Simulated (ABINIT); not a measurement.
A run of ABINIT 10.8.3 (patched build) is set up as follows.

The input run.abi:

```
# Datasets: one volume each
ndtset 7
getwfk -1
scalecart1 3*0.9795861087
scalecart2 3*0.9864848297
scalecart3 3*0.9932883884
scalecart4 3*1.0000000000
scalecart5 3*1.0066227096
scalecart6 3*1.0131594038
scalecart7 3*1.0196128224

# Pseudopotentials
pp_dirpath "./"
pseudos "Pd.GGA_PBE-JTH.xml"

# Structure
acell 5.1462355515 5.1462355515 5.1462355515
rprim
    -0.5773502692     0.5773502692     0.5773502692
     0.5773502692    -0.5773502692     0.5773502692
     0.5773502692     0.5773502692    -0.5773502692
ntypat 1
znucl 46
natom 1
typat 1
xred
     0.0000000000     0.0000000000     0.0000000000

# Plane-wave basis
ecut 598.650497 eV
pawecutdg 44.0

# k points
kptopt 1
ngkpt 12 12 12
nshiftk 1
shiftk 0.0 0.0 0.0

# Exchange and correlation
ixc 11

# Bands and occupations
nband 13
occopt 3
tsmear 0.00183747

# SCF cycle
nstep 100
tolvrs 1.0e-9

# Output
iomode 3
prtwf 1
prtden 0
prteig 0
prtebands 0
enunit 1
```

Potentials or basis: JTH PAW PBE v2.0.

Command:

```sh
$ abinit run.abi > log 2>&1
```

Question: What does it give for the bulk modulus?

Answer: 163 GPa.

Question: Estimate the equilibrium volume.

Answer: 15.41 Å³/atom.

Question: What does it give for the pressure derivative of the bulk modulus?

Answer: 6.4 (rough: it moves with the points fitted).

Energy against volume, from the lowest point:
```tsv
volume (Å³/atom)	energy (meV/atom)
14.614	23.07
14.925	7.63
15.236	0.35
15.547	0.00
15.858	5.61
16.169	16.29
16.480	31.52
```

Caveat: pressures at fixed basis lie under the slope of the energies.
